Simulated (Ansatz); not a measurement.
# Zinc, diamond under PBEsol: from relaxation to bulk modulus, part 2 of 2

What does PBEsol give for zinc in the diamond structure? We relax it, solve it on a dense k-mesh, then scale the cell to 7 volumes from 88 to 112 % of the relaxed one and try a fit of the equation of state. Spin polarisation is left out. The k-meshes are 10×10×10 for the relaxation; 16×16×16 for the dense run; 11×11×11 for the volumes.

Ansatz 0.2.0; DFT, PBEsol, plane waves (420 eV) with PAW, scalar-relativistic.

## (6) At 96 % of the relaxed volume

This is Zn in the diamond structure; at room conditions it is hcp.

input.yaml

```yaml
crystal:
  lattice:
    - [0.0, 2.788378075, 2.788378075]
    - [2.788378075, 0.0, 2.788378075]
    - [2.788378075, 2.788378075, 0.0]
  atoms:
    - { symbol: Zn, position: [0.125, 0.125, 0.125] }
    - { symbol: Zn, position: [0.875, 0.875, 0.875] }
hamiltonian:
  xc: pbesol
  pseudopotentials:
    kind: paw
    azcp:
      Zn: "pseudopotentials/Zn.paw.azcp"
basis:
  ecutwfc: 420
  fft_grid_basis: typed
kpoints:
  mp_grid: { grid: [11, 11, 11], shift: [0, 0, 0] }
magnetization:
  spin_polarized: false
scf:
  occupations: { method: fermi_dirac, width: 0.1 }
  lower_state_search: "off"
output:
  stress: true
```

What it wrote (excerpt; [...] marks lines left out):

```text
Warning: <dir> the record states the generating functional pbe (its physics header spells it `PBE`), which answers neither for hamiltonian.xc's functional nor for the pbesol family's — results may be inconsistent (PPs are generated against a specific XC)
Warning: RAYON_NUM_THREADS=2 ignored (pool sized by the plan → 2); use --threads N
[...]
Pseudopotentials: kind: paw
Pseudopotential: Zn, paw, valence charge 12, recommended cutoff 420 eV (normal), <dir>
Functional definition: PBEsol
[...]
Crystal: 2 atoms, lattice volume = 43.360 Å³
Basis set: ecut = 420 eV, 869 PW (Γ)
Bands: 16, of which v1, the nominal top of the filled ones, is band 12 counted from 1 (11 counted from 0)
Symmetry: 48 space group operations
Space group: Fd-3m (ITA 227), of the structure as read, at distance tolerance 3.5e-5 Å
k-points: 56 of 1331
[...]
SCF iter   1: F=—  HF=-6560.598378 eV  |F-HF|=—  |Δ(HF+E_count)|=         —  Δρ=2.59e-3  dr2=1.55e-3  ethr=1.77e-3  ⟨swp⟩=5.4  Hψ=4399  notcnv=0
[...]
SCF iter   7: F=-6560.598058 eV  HF=-6560.598058 eV  |F-HF|=2.71e-10  |Δ(HF+E_count)|=   1.21e-8  Δρ=1.93e-6  dr2=2.48e-9  ethr=4.17e-10  ⟨swp⟩=4.1  Hψ=3133  notcnv=0
[...]
SCF converged after 7 iterations
Free energy (F): -6560.598058 eV
[...]
E sigma→0 (E₀):  -6560.585833 eV
Entropy (-TS):   -0.024448 eV (-12.224 meV/atom)
Fermi energy:    6.175463 eV
[...]
--- Stress (GPa, compression-positive) ---
        1.639625       0.000000      -0.000000
       -0.000000       1.639625       0.000000
       -0.000000       0.000000       1.639625
  P = ⅓ Tr σ = 1.6396 GPa (16.396 kbar)
```

Wall time 1.9 s (2 threads of an x86-64 CPU, shared host); peak memory 0.35 GiB.

## (7) At 100 % of the relaxed volume

Changes to input.yaml since step 6:

```diff
@@ -2,5 +2,5 @@
   lattice:
-    - [0.0, 2.788378075, 2.788378075]
-    - [2.788378075, 0.0, 2.788378075]
-    - [2.788378075, 2.788378075, 0.0]
+    - [0.0, 2.826579782, 2.826579782]
+    - [2.826579782, 0.0, 2.826579782]
+    - [2.826579782, 2.826579782, 0.0]
   atoms:
@@ -26 +26,5 @@
   stress: true
+  write_density: true
+  write_potential: true
+  elf: true
+  volumetric_format: npy
```

What it wrote (excerpt; [...] marks lines left out):

```text
Warning: <dir> the record states the generating functional pbe (its physics header spells it `PBE`), which answers neither for hamiltonian.xc's functional nor for the pbesol family's — results may be inconsistent (PPs are generated against a specific XC)
Warning: RAYON_NUM_THREADS=2 ignored (pool sized by the plan → 2); use --threads N
[...]
[... 3 set-up lines as earlier in the session ...]
[...]
Crystal: 2 atoms, lattice volume = 45.166 Å³
Basis set: ecut = 420 eV, 893 PW (Γ)
Bands: 16, of which v1, the nominal top of the filled ones, is band 12 counted from 1 (11 counted from 0)
[... 2 set-up lines as earlier in the session ...]
k-points: 56 of 1331
[...]
SCF iter   1: F=—  HF=-6560.607663 eV  |F-HF|=—  |Δ(HF+E_count)|=         —  Δρ=2.36e-3  dr2=1.51e-3  ethr=1.77e-3  ⟨swp⟩=5.5  Hψ=4406  notcnv=0
[...]
SCF iter   7: F=-6560.607057 eV  HF=-6560.607057 eV  |F-HF|=1.17e-9  |Δ(HF+E_count)|=   3.11e-8  Δρ=2.06e-6  dr2=1.67e-9  ethr=4.17e-10  ⟨swp⟩=7.3  Hψ=5186  notcnv=0
the search or the solves at the SCF's close seem to have found levels that the self-consistency loop had missed (the run counts 1). By its estimate they hold under 1e-12 electrons; where the run keeps them, the occupations were computed again with them
[...]
SCF converged after 7 iterations
Free energy (F): -6560.607057 eV
[...]
E sigma→0 (E₀):  -6560.593877 eV
Entropy (-TS):   -0.026360 eV (-13.180 meV/atom)
Fermi energy:    5.783484 eV
[...]
--- Stress (GPa, compression-positive) ---
        0.026681      -0.000000      -0.000000
        0.000000       0.026681       0.000000
       -0.000000      -0.000000       0.026681
  P = ⅓ Tr σ = 0.0267 GPa (0.267 kbar)
--- Band table (eV; the first three rows and the last of 56) ---
  k-point 0: bands = ["-2.1672", "-1.8481", "-1.8481", "-1.8481", "-1.7996", "-1.7996", "-1.1601", "-1.1601", "-1.1601", "-0.9167", "-0.9167", "11.3946", "11.3946", "11.3946", "12.8359", "12.8359"]
[...]
```

It took 2.4 s on 2 threads of an x86-64 CPU, shared host; peak memory 0.36 GiB.

The maps below are laid out on this run's own conventional cell (a, b, c = 5.653, 5.653, 5.653 Å).

Density in a lattice plane of the grid's cell (edges 5.65 and 5.65 Å, at 0.125 of the third edge), which holds Zn.

Values in e/Å³, 12 rows by 12 columns:
```
 0.15  0.18  0.18  0.15  0.12  0.10  0.08  0.07  0.07  0.08  0.10  0.12
 0.08  0.07  0.07  0.08  0.10  0.12  0.15  0.18  0.18  0.15  0.12  0.10
 0.05  0.04  0.04  0.05  0.08  0.15  0.33  0.87  0.87  0.35  0.15  0.08
 0.04  0.03  0.03  0.04  0.07  0.18  0.87 12.65 12.78  0.87  0.18  0.07
 0.04  0.03  0.03  0.04  0.07  0.18  0.87 12.78 12.65  0.87  0.18  0.07
 0.05  0.04  0.04  0.05  0.08  0.15  0.35  0.87  0.87  0.33  0.15  0.08
 0.08  0.07  0.07  0.08  0.10  0.12  0.15  0.18  0.18  0.15  0.12  0.10
 0.15  0.18  0.18  0.15  0.12  0.10  0.08  0.07  0.07  0.08  0.10  0.12
 0.33  0.87  0.87  0.35  0.15  0.08  0.05  0.04  0.04  0.05  0.08  0.15
 0.87 12.65 12.78  0.87  0.18  0.07  0.04  0.03  0.03  0.04  0.07  0.18
 0.87 12.78 12.65  0.87  0.18  0.07  0.04  0.03  0.03  0.04  0.07  0.18
 0.35  0.87  0.87  0.33  0.15  0.08  0.05  0.04  0.04  0.05  0.08  0.15
```
Columns run along the first of these edges and rows up along the second, over one cell in 12 and 12 even steps from the bottom left corner. Atoms in the plane (fractional): Zn at (0.12, 0.12), Zn at (0.62, 0.62).

ELF in the same plane.

Ten even steps from '0' (0.00) to '9' (0.31):
```
877777899987655555678999
998889999888888788888899
888788888899998889999888
655555678999877777899987
433233467998775557789976
322122357987631013678975
321112347887510001578874
321112347887510001578874
322122357987631013678975
433233467998775557789976
655555678999877777899987
888788888899998889999888
998889999888888788888899
877777899987655555678999
775557789976433233467998
631013678975322122357987
510001578874321112347887
510001578874321112347887
631013678975322122357987
775557789976433233467998
```
Columns run along the first of these edges and rows up along the second, over one cell in 24 and 20 even steps from the bottom left corner. Atoms in the plane (fractional): Zn at (0.12, 0.12), Zn at (0.62, 0.62).

Both are smooth fields of the valence electrons: close to the nuclei they are not physical.

## (8) At 104 % of the relaxed volume

Changes to input.yaml since step 7:

```diff
@@ -2,5 +2,5 @@
   lattice:
-    - [0.0, 2.826579782, 2.826579782]
-    - [2.826579782, 0.0, 2.826579782]
-    - [2.826579782, 2.826579782, 0.0]
+    - [0.0, 2.8637758868, 2.8637758868]
+    - [2.8637758868, 0.0, 2.8637758868]
+    - [2.8637758868, 2.8637758868, 0.0]
   atoms:
@@ -26,5 +26 @@
   stress: true
-  write_density: true
-  write_potential: true
-  elf: true
-  volumetric_format: npy
```

What it wrote (excerpt; [...] marks lines left out):

```text
Warning: <dir> the record states the generating functional pbe (its physics header spells it `PBE`), which answers neither for hamiltonian.xc's functional nor for the pbesol family's — results may be inconsistent (PPs are generated against a specific XC)
Warning: RAYON_NUM_THREADS=2 ignored (pool sized by the plan → 2); use --threads N
[...]
[... 3 set-up lines as earlier in the session ...]
[...]
Crystal: 2 atoms, lattice volume = 46.973 Å³
Basis set: ecut = 420 eV, 941 PW (Γ)
Bands: 16, of which v1, the nominal top of the filled ones, is band 12 counted from 1 (11 counted from 0)
[... 2 set-up lines as earlier in the session ...]
k-points: 56 of 1331
[...]
SCF iter   1: F=—  HF=-6560.601672 eV  |F-HF|=—  |Δ(HF+E_count)|=         —  Δρ=1.48e-3  dr2=8.01e-4  ethr=1.77e-3  ⟨swp⟩=5.6  Hψ=4369  notcnv=0
[...]
SCF iter   8: F=-6560.600004 eV  HF=-6560.600005 eV  |F-HF|=1.87e-8  |Δ(HF+E_count)|=   1.28e-7  Δρ=8.75e-6  dr2=1.92e-8  ethr=4.17e-10  ⟨swp⟩=3.0  Hψ=3613  notcnv=0
[...]
SCF converged after 8 iterations
Free energy (F): -6560.600004 eV
[...]
E sigma→0 (E₀):  -6560.585928 eV
Entropy (-TS):   -0.028152 eV (-14.076 meV/atom)
Fermi energy:    5.423399 eV
[...]
--- Stress (GPa, compression-positive) ---
       -1.220920       0.000000      -0.000000
       -0.000000      -1.220920       0.000000
        0.000000      -0.000000      -1.220920
  P = ⅓ Tr σ = -1.2209 GPa (-12.209 kbar)
```

Wall time 2.1 s (2 threads of an x86-64 CPU, shared host); peak memory 0.36 GiB.

## (9) At 108 % of the relaxed volume

Changes to input.yaml since step 8:

```diff
@@ -2,5 +2,5 @@
   lattice:
-    - [0.0, 2.8637758868, 2.8637758868]
-    - [2.8637758868, 0.0, 2.8637758868]
-    - [2.8637758868, 2.8637758868, 0.0]
+    - [0.0, 2.9000300632, 2.9000300632]
+    - [2.9000300632, 0.0, 2.9000300632]
+    - [2.9000300632, 2.9000300632, 0.0]
   atoms:
@@ -26 +26,5 @@
   stress: true
+  write_density: true
+  write_potential: true
+  elf: true
+  volumetric_format: npy
```

What it wrote (excerpt; [...] marks lines left out):

```text
Warning: <dir> the record states the generating functional pbe (its physics header spells it `PBE`), which answers neither for hamiltonian.xc's functional nor for the pbesol family's — results may be inconsistent (PPs are generated against a specific XC)
Warning: RAYON_NUM_THREADS=2 ignored (pool sized by the plan → 2); use --threads N
[...]
[... 3 set-up lines as earlier in the session ...]
[...]
Crystal: 2 atoms, lattice volume = 48.780 Å³
Basis set: ecut = 420 eV, 941 PW (Γ)
Bands: 16, of which v1, the nominal top of the filled ones, is band 12 counted from 1 (11 counted from 0)
[... 1 set-up line as earlier in the session ...]
Space group: Fd-3m (ITA 227), of the structure as read, at distance tolerance 3.7e-5 Å
k-points: 56 of 1331
[...]
SCF iter   1: F=—  HF=-6560.582922 eV  |F-HF|=—  |Δ(HF+E_count)|=         —  Δρ=9.25e-4  dr2=4.87e-4  ethr=1.77e-3  ⟨swp⟩=5.6  Hψ=4254  notcnv=0
[...]
SCF iter  10: F=-6560.580538 eV  HF=-6560.580538 eV  |F-HF|=1.76e-10  |Δ(HF+E_count)|=   4.78e-8  Δρ=9.89e-7  dr2=2.31e-10  ethr=4.17e-10  ⟨swp⟩=8.1  Hψ=5370  notcnv=0
[...]
SCF converged after 10 iterations
Free energy (F): -6560.580538 eV
[...]
E sigma→0 (E₀):  -6560.565715 eV
Entropy (-TS):   -0.029646 eV (-14.823 meV/atom)
Fermi energy:    5.093085 eV
[...]
--- Stress (GPa, compression-positive) ---
       -2.191870       0.000000      -0.000000
       -0.000000      -2.191870       0.000000
        0.000000      -0.000000      -2.191870
  P = ⅓ Tr σ = -2.1919 GPa (-21.919 kbar)
--- Band table (eV; the first three rows and the last of 56) ---
  k-point 0: bands = ["-2.4958", "-2.4027", "-2.4027", "-2.4027", "-2.3579", "-2.3579", "-1.7973", "-1.7973", "-1.7973", "-1.5947", "-1.5947", "10.3356", "10.3356", "10.3356", "11.8028", "11.8028"]
[...]
```

It took 2.9 s on 2 threads of an x86-64 CPU, shared host; peak memory 0.37 GiB.

## (10) At 112 % of the relaxed volume

Changes to input.yaml since step 9:

```diff
@@ -2,5 +2,5 @@
   lattice:
-    - [0.0, 2.9000300632, 2.9000300632]
-    - [2.9000300632, 0.0, 2.9000300632]
-    - [2.9000300632, 2.9000300632, 0.0]
+    - [0.0, 2.9353997693, 2.9353997693]
+    - [2.9353997693, 0.0, 2.9353997693]
+    - [2.9353997693, 2.9353997693, 0.0]
   atoms:
@@ -26,5 +26 @@
   stress: true
-  write_density: true
-  write_potential: true
-  elf: true
-  volumetric_format: npy
```

What it wrote (excerpt; [...] marks lines left out):

```text
Warning: <dir> the record states the generating functional pbe (its physics header spells it `PBE`), which answers neither for hamiltonian.xc's functional nor for the pbesol family's — results may be inconsistent (PPs are generated against a specific XC)
Warning: RAYON_NUM_THREADS=2 ignored (pool sized by the plan → 2); use --threads N
[...]
[... 3 set-up lines as earlier in the session ...]
[...]
Crystal: 2 atoms, lattice volume = 50.586 Å³
Basis set: ecut = 420 eV, 965 PW (Γ)
Bands: 16, of which v1, the nominal top of the filled ones, is band 12 counted from 1 (11 counted from 0)
[... 2 set-up lines as earlier in the session ...]
k-points: 56 of 1331
[...]
SCF iter   1: F=—  HF=-6560.553717 eV  |F-HF|=—  |Δ(HF+E_count)|=         —  Δρ=9.13e-4  dr2=5.76e-4  ethr=1.77e-3  ⟨swp⟩=5.6  Hψ=4281  notcnv=0
[...]
SCF iter  10: F=-6560.551372 eV  HF=-6560.551372 eV  |F-HF|=2.81e-10  |Δ(HF+E_count)|=   5.55e-8  Δρ=1.15e-6  dr2=3.46e-10  ethr=4.17e-10  ⟨swp⟩=4.1  Hψ=3136  notcnv=0
[...]
SCF converged after 10 iterations
Free energy (F): -6560.551372 eV
[...]
E sigma→0 (E₀):  -6560.535838 eV
Entropy (-TS):   -0.031068 eV (-15.534 meV/atom)
Fermi energy:    4.789634 eV
[...]
--- Stress (GPa, compression-positive) ---
       -2.947551      -0.000000      -0.000000
        0.000000      -2.947551       0.000000
        0.000000      -0.000000      -2.947551
  P = ⅓ Tr σ = -2.9476 GPa (-29.476 kbar)
```

It took 1.8 s on 2 threads of an x86-64 CPU, shared host; peak memory 0.36 GiB.

## (11) Fitting the volumes

The cell was scaled evenly, with its shape and the fractional positions fixed.

| V (Å³/atom) | E − E₀ (meV/atom) | P from the stress (GPa) | P from the fit (GPa) |
| --- | --- | --- | --- |
| 19.873 | 46.5 | 6.38 | 6.38 |
| 20.776 | 18.5 | 3.72 | 3.66 |
| 21.680 | 4.0 | 1.64 | 1.56 |
| 22.583 | 0.0 | 0.03 | -0.05 |
| 23.486 | 4.0 | -1.22 | -1.30 |
| 24.390 | 14.1 | -2.19 | -2.26 |
| 25.293 | 29.0 | -2.95 | -2.99 |

Fit (Birch-Murnaghan, third order): V₀ = 22.549 Å³/atom, B₀ = 36 GPa, B₀′ = 5.5, largest residual 0.03 meV/atom.

Fit and stress differ a little: one follows E(σ → 0), the other the smeared free energy.

## (12) Outcome

What follows sums up all 2 parts.

```
                      quantity                         value
space group (spins left aside)               Fd-3m (No. 227)
             conventional cell                   a = 5.653 Å
                        volume                22.583 Å³/atom
             shortest distance                       2.448 Å
               gap on the mesh  none (levels filled in part)
               relative to hcp                 +608 meV/atom
                   V₀, B₀, B₀′   22.549 Å³/atom, 36 GPa, 5.5
```

In words: The relaxation enlarged the cell by 10.0 % in volume. It lies 608 meV/atom above the element's reference form at the same level (hcp, from a run of its own), so it is far from stable. No gap shows: it is a metal or semimetal at this level. The fitted modulus is 36 GPa. The symmetry was held, so the structure may be unstable against distortions that break it.
